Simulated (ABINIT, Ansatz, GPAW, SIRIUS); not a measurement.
## As: programs and potentials compared

```
As
1.0
     2.70368    0.00000    0.00000
     0.00000    2.70368    0.00000
     0.00000    0.00000    2.70368
As
1
Direct
  0.50000 0.50000 0.50000
```

This isn't the form of As at room conditions, which is rhombohedral.

Alike in all runs: task single point; functional PBEsol; k mesh 10 × 10 × 10; occupations fermi-dirac, width 0.05 eV; no spin polarisation; no spin-orbit coupling. Pressure is positive in compression and, in plane waves, holds the error of the finite cutoff, which Ansatz's Pulay term estimates and takes out.

```tsv
program and potentials	plane-wave cutoff (eV)	notes	band gap (eV)	pressure (GPa)
Ansatz, Ansatz PAW	420	potentials made for PBE, which Ansatz adapts in part; 15 valence electrons an atom on average; Pulay term of +0.03 GPa included	no gap	-1.56
SIRIUS, PseudoDojo 0.4.1 PBEsol standard (scalar relativistic)	1152	15 valence electrons an atom on average	no gap	-1.52
ABINIT, PseudoDojo NC SR PBEsol v0.4.1 standard	1143	15 valence electrons an atom on average	no gap	-1.52
GPAW, PAW data sets generated for this functional	600	5 valence electrons an atom on average	no gap	-1.48
Ansatz, all-electron LAPW, scalar-relativistic	-	-	no gap	-1.55
```

None finds a gap. The pressure spans -1.56 (Ansatz, Ansatz PAW) to -1.48 GPa (GPAW, PAW data sets generated for this functional), with all-electron results at -1.55.

Differences between rows come from potentials, basis sets and numerical settings, since the functional is the same but for its coding. Runs on potential files found faulty are left out.
